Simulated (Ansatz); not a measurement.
**Sn under changes of volume**

One of the cells (27.353 Å³/atom); the others are scaled copies at fixed shape and fractional positions:

```xyz
1
Lattice="-2.0292 2.0292 1.6608 2.0292 -2.0292 1.6608 2.0292 2.0292 -1.6608" Properties=species:S:1:pos:R:3 pbc="T T T"
Sn    0.0000    0.0000    0.0000
```

This isn't the form of Sn at room conditions, which is tetragonal (white tin).

| Property | Result |
| --- | --- |
| Program | Ansatz 0.2.0 |
| Functional | LDA |
| Potentials or basis | Ansatz PAW |
| Cutoff | 420 eV (not typed: the program's choice for these potentials) |
| k mesh | 10 × 10 × 10 |
| Occupations | fermi-dirac, width 0.05 eV |
| Spin | no spin polarisation |

```tsv
volume (Å³/atom)	energy over the lowest point (meV/atom)	pressure (GPa)
25.712	0.00	-0.1
26.259	2.69	-1.3
26.806	?	?
27.353	18.52	-3.2
27.901	30.90	-4.0
28.448	45.80	-4.7
28.995	62.86	-5.3
```

Q: What does the run at 26.806 Å³/atom give?

A: Energy over the lowest point 9.01 meV/atom; pressure -2.3 GPa.

Worked out: A Birch-Murnaghan fit of order 3 (a polynomial in V^(-2/3)) to the other rows has its minimum at 25.62 Å³/atom, just outside them, with B0 = V·E''(V) = 58 GPa and B' = 4.8 at fixed shape and positions, which overstates the stiffness. It gives 9.00 meV/atom at 26.806 Å³/atom, against the run's 9.01, and -dE/dV = -2.3 GPa, against -2.3.

Energies are extrapolated to zero smearing.

Caveats: the PAW data sets come from PBE, with cores solved anew for the run's functional, which leaves a small shift of forces and pressure.
